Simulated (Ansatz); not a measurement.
# AlN (P6_3mc) in Ansatz: further runs

Aim: see how the results for AlN move with the level of theory and the settings. Levels: BLYP+D3(BJ), BLYP+D4, PBE. Tasks: relaxation of cell and atoms, single point.

Everything below comes from runs of Ansatz 0.2.0. Logs are shortened: lines on timing, memory, paths and dates and some standing lists are left out, and cuts for length are marked.

**Measured values to compare with.**

From “Self-assembly of well-separated AlN nanowires directly on sputtered metallic TiN films”, 2019, arxiv:1910.07391, for a bulk crystal of AlN at 10 K: band gap 6.034 eV (an exciton energy, a little under the gap).

How close the calculation comes is told below.

## (1) Starting point

Symmetry: P6_3mc, No. 186, hexagonal system. Conventional cell: a = 3.113 Å, b = 3.113 Å, c = 4.981 Å, α = 90.00°, β = 90.00°, γ = 120.00°. Al (site symmetry 3m) is surrounded by 4 N at 1.89 Å. Around N (site symmetry 3m) lie 4 Al at 1.89 Å.

## (2) Relaxation of cell and atoms, BLYP+D3(BJ)

Contents of input.yaml:

```yaml
crystal:
  lattice:
    - [3.113, 0.0, 0.0]
    - [-1.5565, 2.695937082, 0.0]
    - [0.0, 0.0, 4.981]
  atoms:
    - { symbol: Al, position: [0.6666666667, 0.3333333333, 0.5] }
    - { symbol: Al, position: [0.3333333333, 0.6666666667, 0.0] }
    - { symbol: "N", position: [0.6666666667, 0.3333333333, 0.88] }
    - { symbol: "N", position: [0.3333333333, 0.6666666667, 0.38] }
hamiltonian:
  xc: blyp
  pseudopotentials: { kind: paw }
  dispersion: d3bj
kpoints:
  mp_grid: { grid: [10, 10, 6] }
scf:
  occupations: { method: fermi_dirac, width: 0.05 }
output:
  forces: true
  stress: true
relax:
  f_tol: 0.01
  max_steps: 40
  cell: { stress_tol: 0.05 }
```

Potentials or basis: Ansatz PAW.

Run with:

```console
> ansatz run input.yaml --threads 2 --pin off --max-ram 5632MiB --backend cpu --events-out ev --progress --plain --runs-dir out
```

The log of the run:

```text
Warning: RAYON_NUM_THREADS=2 ignored (pool sized by the plan → 2); use --threads N
Engine: ansatz 0.2.0, x86_64-unknown-linux-gnu
Pseudopotentials: kind: paw
Pseudopotential: Al, paw, valence charge 3, recommended cutoff 420 eV (normal), Al.paw.azcp
Pseudopotential: N, paw, valence charge 5, recommended cutoff 420 eV (normal), N.paw.azcp
Functional definition: BLYP
  parameter beta = 0.0042
  parameter a = 0.04918
  parameter b = 0.132
  parameter c = 0.2533
  parameter d = 0.349
  exchange = b88_x(beta = beta)
  correlation = lyp_c(a = a, b = b, c = c, d = d)
Crystal: 4 atoms, lattice volume = 41.803 Å³
Basis set: ecut = 420 eV, 809 PW (Γ), exchange–correlation on 48×48×72 points (8 copies of the dense FFT grid, shifted against one another)
Bands: 12, of which v1, the nominal top of the filled ones, is band 8 counted from 1 (7 counted from 0)
Symmetry: 12 space group operations
Space group: P63mc (ITA 186), of the structure as read, at distance tolerance 3.5e-5 Å
k-points: 56 of 600 (time reversal used)
Non-local potential: Al, projectors of the file, l = 0: 2, l = 1: 2, l = 2: 1
Non-local potential: N, projectors of the file, l = 0: 2, l = 1: 2, l = 2: 1
PAW form: soft (Blöchl's): semilocal exchange-correlation on the pseudo side does not see the compensation charge
PAW frozen core: Al, regenerated for the run's functional, and the local potential with it (the file was generated under x = pbe(κ = 0.804, μ = 0.2195149727645171), c = pbe(β = 0.06672455060314922))
PAW frozen core: N, regenerated for the run's functional, and the local potential with it (the file was generated under x = pbe(κ = 0.804, μ = 0.2195149727645171), c = pbe(β = 0.06672455060314922))
PAW one-centre angular grid: Al, 110 points (default); XC on 64 Gauss nodes
PAW one-centre angular grid: N, 110 points (default); XC on 64 Gauss nodes
Initial density: superposition of atomic densities (neutral atoms: chi_scale 0, normalization atom), corrected by the library's trained network
Initial wavefunctions: pseudopotential atomic-orbital guess
Functional: x = b88, c = lyp
SCF iter   1: F=—  HF=-1860.598108 eV  |F-HF|=—  |Δ(HF+E_count)|=         —  Δρ=1.92e-2  dr2=1.40e-1  ethr=1.77e-3  ⟨swp⟩=5.5  Hψ=4364  notcnv=0
preconditioner: auto → none  [insulator: Δε(μ)=4.636 eV  Ē_g=13.416 eV  σ=0.050 eV  W_gap=1.00  n_scr=2 (ndim 8)  ℏωp=23.0 eV  f_vac=0.000  D(μ)=0.00/eV (n_scr^D=0)  ε∞_Penn≈3.9]
SCF iter   2: F=—  HF=-1860.556325 eV  |F-HF|=—  |Δ(HF+E_count)|=   4.18e-2  Δρ=1.83e-3  dr2=1.63e-3  ethr=8.75e-4  ⟨swp⟩=2.9  Hψ=1745  notcnv=0
SCF iter   3: F=—  HF=-1860.556068 eV  |F-HF|=—  |Δ(HF+E_count)|=   2.57e-4  Δρ=6.19e-4  dr2=1.60e-4  ethr=1.02e-5  ⟨swp⟩=2.1  Hψ=1075  notcnv=0
SCF iter   4: F=—  HF=-1860.556100 eV  |F-HF|=—  |Δ(HF+E_count)|=   3.25e-5  Δρ=6.00e-5  dr2=7.19e-7  ethr=1.00e-6  ⟨swp⟩=2.8  Hψ=1208  notcnv=0
SCF iter   5: F=—  HF=-1860.556257 eV  |F-HF|=—  |Δ(HF+E_count)|=   1.57e-4  Δρ=1.46e-5  dr2=6.38e-8  ethr=6.25e-10  ⟨swp⟩=2.8  Hψ=2631  notcnv=0
SCF iter   6: F=-1860.556257 eV  HF=-1860.556257 eV  |F-HF|=2.69e-10  |Δ(HF+E_count)|=   1.24e-8  Δρ=2.14e-6  dr2=8.01e-10  ethr=3.99e-10  ⟨swp⟩=2.0  Hψ=2318  notcnv=0
SCF 1 converged in 6 iterations: F = -1860.556257 eV  dr2 = 8.01e-10
relax step   1: F+E_penalty+E_count = -1860.55625727 eV  Δ(F+E_penalty+E_count) = +0.000e0 eV  max|allowed force component| = 1.087e-1 eV/Å  Δτ_max = 0.0000 Å  P = -2.678 GPa  Ω = 41.803 Å³  (6 SCF iters, dr2 threshold 1.00e-7 eV, accepted)
[... 22 lines left out ...]
relax step   6: F+E_penalty+E_count = -1860.56233694 eV  Δ(F+E_penalty+E_count) = +1.941e-3 eV  max|allowed force component| = 3.006e-5 eV/Å  Δτ_max = 0.0000 Å  P = -0.082 GPa  Ω = 41.256 Å³  stress off target by 8.34e-2 GPa  SCF on the basis re-selected at this cell (its energy is not comparable with the rows above)  (6 SCF iters)
[... 14 lines left out ...]
relax step   7: F+E_penalty+E_count = -1860.56240427 eV  Δ(F+E_penalty+E_count) = -6.732e-5 eV  max|allowed force component| = 5.281e-5 eV/Å  Δτ_max = 0.0000 Å  P = -0.001 GPa  Ω = 41.240 Å³  energy of the carried Pulay correction = +6.307e-5 eV  (6 SCF iters, dr2 threshold 1.74e-8 eV, accepted)
[... 11 lines left out ...]
relax step   8: F+E_penalty+E_count = -1860.56234736 eV  Δ(F+E_penalty+E_count) = +5.691e-5 eV  max|allowed force component| = 5.851e-5 eV/Å  Δτ_max = 0.0000 Å  P = -0.002 GPa  Ω = 41.240 Å³  stress off target by 3.14e-3 GPa  SCF on the basis re-selected at this cell (its energy is not comparable with the rows above)  (6 SCF iters)
basis re-selected at this cell: Δ(F+E_penalty+E_count) = +5.691e-5 eV, ΔP = -0.001 GPa vs the last step (what re-selecting the basis moved, of the pressure what is left beyond the Pulay correction that the steps carried, after the strain that the cell walked since its last selection, with what the two solves' SCF thresholds leave and, on support functions, any second-order correction that the steps lacked; it is no measure of the basis error at this ecutwfc). This SCF's stress stands 3.14e-3 GPa from its target on what of the cell is left free (relax.cell.stress_tol is 5.00e-2 GPa) and its largest allowed force component is 5.85e-5 eV/Å (relax.f_tol is 1.00e-2 eV/Å): within both
SCF converged after 6 iterations
Free energy (F): -1860.562347 eV
Harris-Foulkes:  -1860.562347 eV  (|F-HF|=4.55e-13)
Internal energy: -1860.562347 eV  (E = F + TS)
E sigma→0 (E₀):  -1860.562347 eV
Fermi energy:    9.999780 eV
--- Per-component energies (eV) ---
  E_band       = 39.403098
  E_kinetic    = 322.389153
  E_local      = -452.833616  (includes V_loc(G=0)·N_el)
  E_nonlocal   = 113.550544
  E_hartree    = 158.520304
  E_xc         = -201.126574
  E_vxc        = -212.364592  (∫ρ·V_xc dr)
  E_paw        = -1204.367821  (= ΣΔE_a)
  E_vpaw       = -48.379195  (= ΣTr[D̂ρ^β])
  E_aug_tail   = 0.000193  (compensation charges beyond the density's cutoff)
  E_ewald      = -594.360876
  E_disp       = -2.362477  (pairwise vdW)
  E_core_change = 0.028823  (= ΣΔE_core)
  E_smearing   = -0.000000  (= −TS)
  E_closure    = 0.000000  (closes the sum)
  Σ components = -1860.562347   (vs F -1860.562347, Δ=0.00e0)
--- Forces (eV/Å), atoms counted from 1 ---
  atom   1  Al    -0.00000000     0.00000000    -0.00005520
  atom   2  Al    -0.00000000    -0.00000000    -0.00005520
  atom   3  N      0.00000000    -0.00000000     0.00006182
  atom   4  N     -0.00000000     0.00000000     0.00006182
  max |Σ_I F_I| component: 1.32e-5 eV/Å
--- Stress (GPa, compression-positive) ---
       -0.003139       0.000000       0.000000
        0.000000      -0.003139       0.000000
        0.000000       0.000000      -0.001056
  P = ⅓ Tr σ = -0.0024 GPa (-0.024 kbar)
--- Relaxed structure (6 steps of the walk, 6 accepted, 2 SCFs on fresh bases) ---
  F+E_penalty+E_count = -1860.56234736 eV   max|allowed force component| = 5.851e-5 eV/Å   (the final SCF, on the basis selected at the relaxed cell)
  cell:  # Å, volume = 41.2397 Å³
    - [3.09577745474039, 6.373622100691296e-19, 1.4035929269654853e-33]
    - [-1.547888727370195, 2.681021920268308, -8.514022642611139e-34]
    - [2.245838859360871e-33, -2.764109365367226e-34, 4.968733415875263]
  atoms:
    - { symbol: Al, position: [0.6666666666666666, 0.3333333333333333, 0.4993918487138526] }
    - { symbol: Al, position: [0.3333333333333333, 0.6666666666666666, -0.0006081512861472681] }
    - { symbol: N, position: [0.6666666666666666, 0.3333333333333333, 0.8806081512861472] }
    - { symbol: N, position: [0.3333333333333333, 0.6666666666666666, 0.3806081512861473] }
```

Wall time 40 s (2 threads of Intel Xeon at 2.50GHz (Skylake/Cascade Lake), shared host); peak memory 0.37 GiB.

What came out:

```yaml
Free_energy: -1860.5623 eV
Relaxed_volume: 10.31 Å³/atom
Relaxed_cell: a = 3.096 Å, b = 3.096 Å, c = 4.969 Å, α = 90.00°, β = 90.00°, γ = 120.00°
Space_group_after_relaxing_to_0.05_Å: P6_3mc (No. 186)
Energy_gained_by_relaxing: 1.5 meV/atom
Ionic_steps: 8
Pressure_after_relaxing: 0.0 GPa
Band_gap_on_the_k_mesh: 4.62 eV
```

Step by step:
| step | energy change (eV) | largest force (eV/Å) | volume (Å³) |
| --- | --- | --- | --- |
| 1 | 0.0000 | 0.1087 | 41.80 |
| 2 | -0.0053 | 0.0840 | 41.53 |
| 3 | -0.0080 | 0.0323 | 41.25 |
| 4 | -0.0080 | 0.0153 | 41.25 |
| 5 | -0.0080 | 0.0000 | 41.26 |
| 6 | -0.0061 | 0.0000 | 41.26 |
| 7 | -0.0061 | 0.0001 | 41.24 |
| 8 | -0.0061 | 0.0001 | 41.24 |

Final structure:
```
Al N
1.0
     3.09578    0.00000    0.00000
    -1.54789    2.68102    0.00000
     0.00000    0.00000    4.96873
Al N
2 2
Direct
  0.66667 0.33333 0.49939
  0.33333 0.66667 0.99939
  0.66667 0.33333 0.88061
  0.33333 0.66667 0.38061
```

Caveat: the plane-wave basis is chosen anew once the cell has moved, so the energies of steps on either side of that aren't comparable; the pressure holds a Pulay correction of +0.6 GPa for the finite cutoff; the PAW data sets come from PBE, with cores solved anew for the run's functional, which leaves a small shift of forces and pressure. A k mesh can miss the band edges.

## (3) Relaxation of cell and atoms, BLYP+D4

input.yaml: that of step 2 with these lines changed.

```diff
@@ -13,3 +13,3 @@
   pseudopotentials: { kind: paw }
-  dispersion: d3bj
+  dispersion: d4
 kpoints:
```

Potentials or basis: Ansatz PAW.

Run with:

```console
> ansatz run input.yaml --threads 2 --pin off --max-ram 5632MiB --backend cpu --events-out ev --progress --plain --runs-dir out
```

Wall time 50 s (2 threads of Intel Xeon at 2.50GHz (Skylake/Cascade Lake), shared host); peak memory 0.37 GiB.

Results (log left out):

* Free energy: -1860.5791 eV
* Relaxed volume: 10.30 Å³/atom
* Relaxed cell: a = 3.094 Å, b = 3.094 Å, c = 4.967 Å, α = 90.00°, β = 90.00°, γ = 120.00°
* Space group after relaxing (to 0.05 Å): P6_3mc (No. 186)
* Energy gained by relaxing: 1.8 meV/atom
* Ionic steps: 8
* Pressure after relaxing: 0.0 GPa
* Band gap on the k mesh: 4.63 eV

Step by step:
```csv
step,energy change (eV),largest force (eV/Å),volume (Å³)
1,0.0000,0.1064,41.80
2,-0.0061,0.0831,41.50
3,-0.0091,0.0330,41.19
4,-0.0092,0.0160,41.19
5,-0.0092,0.0000,41.20
6,-0.0071,0.0000,41.20
7,-0.0071,0.0000,41.19
8,-0.0071,0.0000,41.19
```

Final structure:
```xyz
4
Lattice="3.0942 0.0000 0.0000 -1.5471 2.6797 0.0000 0.0000 0.0000 4.9673" Properties=species:S:1:pos:R:3 pbc="T T T"
Al    1.5471    0.8932    2.4807
Al    0.0000    1.7864   -0.0029
N     1.5471    0.8932    4.3741
N     0.0000    1.7864    1.8904
```

Caveat: the plane-wave basis is chosen anew once the cell has moved, so the energies of steps on either side of that aren't comparable; the pressure holds a Pulay correction of +0.6 GPa for the finite cutoff; the PAW data sets come from PBE, with cores solved anew for the run's functional, which leaves a small shift of forces and pressure. Expect the measured gap to be larger: semilocal functionals such as BLYP lack the derivative discontinuity.

## (4) Single point, PBE

input.yaml: that of step 3 with these lines changed.

```diff
@@ -11,5 +11,4 @@
 hamiltonian:
-  xc: blyp
+  xc: pbe
   pseudopotentials: { kind: paw }
-  dispersion: d4
 kpoints:
@@ -17,3 +16,3 @@
 scf:
-  occupations: { method: fermi_dirac, width: 0.05 }
+  occupations: { method: gaussian, width: 0.029 }
 output:
@@ -21,5 +20,2 @@
   stress: true
-relax:
-  f_tol: 0.01
-  max_steps: 40
-  cell: { stress_tol: 0.05 }
+  eigenvalues: true
```

Run with:

```console
> ansatz run input.yaml --threads 2 --pin off --max-ram 5632MiB --backend cpu --events-out ev --progress --plain --runs-dir out
```

Run time: 7 s. Hardware: 2 threads of Intel Xeon at 2.50GHz (Skylake/Cascade Lake), shared host; peak memory 0.34 GiB.

Results (log left out):

```yaml
Free_energy: -1848.4978 eV
Pressure: 3.7 GPa
Largest_force: 0.129 eV/Å
Band_gap_on_the_k_mesh: 4.21 eV, direct
```

Forces in eV/Å, atoms in the order of the input:
```
Al   0.000  0.000 -0.129
Al   0.000  0.000 -0.129
N    0.000  0.000  0.129
N    0.000  0.000  0.129
```

Stress tensor (GPa, compression positive):
```
3.19 0.00 0.00
0.00 3.19 0.00
0.00 0.00 4.78
```

Levels at points of the mesh, in eV from the valence-band top:
```
             k point  band 5  band 6  band 7  band 8  band 9  band 10  band 11  band 12
  (0.00, 0.00, 0.00)   -0.83   -0.18   -0.18    0.00    4.21     6.67    10.61    11.17
 (0.00, 0.00, -0.50)   -0.51   -0.51   -0.51   -0.51    6.47     6.47    10.35    10.35
 (0.00, -0.50, 0.00)   -3.32   -2.05   -1.76   -0.66    5.82     5.84     8.20    10.29
(0.00, -0.50, -0.50)   -1.43   -1.43   -1.35   -1.35    5.33     5.33     9.30     9.30
```

Caveat: the pressure holds a Pulay correction of +0.5 GPa for the finite cutoff.

## (5) Summary

| task | level | cell | smearing | gap on the mesh (eV) | pressure (GPa) | relaxed volume (Å³/atom) |
| --- | --- | --- | --- | --- | --- | --- |
| relaxation of cell and atoms | BLYP+D3(BJ) | relaxed | fermi-dirac 0.05 eV | 4.62 | 0.0 | 10.31 |
| relaxation of cell and atoms | BLYP+D4 | relaxed | fermi-dirac 0.05 eV | 4.63 | 0.0 | 10.30 |
| single point | PBE | as given | gaussian 0.029 eV | 4.21 | 3.7 | - |

Alike in all rows: potentials or basis Ansatz PAW; no spin polarisation; k mesh 10 × 10 × 6; cutoff (eV) 420.

Caveats: the plane-wave basis is chosen anew once the cell has moved, so the energies of steps on either side of that aren't comparable (some runs); the PAW data sets come from PBE, with cores solved anew for the run's functional, which leaves a small shift of forces and pressure (some runs).

Total energies depend on the potentials used, so only differences within one code and one set of settings carry meaning.

## (6) How close it comes

Step 4. Measured gap of AlN: 6.034 eV (an exciton energy, a little under the gap; 10 K; quoted in “Self-assembly of well-separated AlN nanowires directly on sputtered metallic TiN films”, 2019, arxiv:1910.07391). This calculation gives 4.21 eV (-1.82 eV). 2 values of this kind are on record (6.034 to 6.0343 eV); this one was drawn at random. The value is that of PBE on a finite k mesh, which can miss the band edges, without temperature or zero-point motion. Semilocal functionals fall short of measured gaps as a rule.
